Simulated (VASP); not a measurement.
Al2O3:

```xyz
5
Lattice="2.8843 0.0000 0.0000 -1.4422 2.4979 0.0000 0.0000 0.0000 9.3368" Properties=species:S:1:pos:R:3 pbc="T T T"
Al    0.0000    0.0000    7.9363
Al    0.0000    0.0000    1.4004
O     0.0000    1.6653    7.2610
O     1.4422    0.8326    0.0000
O     0.0000    1.6653    2.0757
```

Measurements of this composition are mostly on another form, of space group No. 167.

Base run:

- Program: VASP 6.6.1
- Functional: LDA
- Potentials or basis: VASP PAW LDA potentials, release 64 (Al, O)
- Cutoff: 520 eV
- k mesh: 12 × 12 × 4
- Occupations: gaussian, width 0.02 eV
- Spin: no spin polarisation

Its results: band gap on the k mesh 4.74 eV, indirect (least direct gap 4.99 eV).

Task: The run is repeated on the same cell with these changes: functional from LDA to r2SCAN; potentials or basis from VASP PAW LDA potentials, release 64 (Al, O) to VASP PAW PBE potentials, release 64 (Al, O). What comes out?

Result: Band gap on the k mesh 5.60 eV, indirect (least direct gap 5.83 eV).
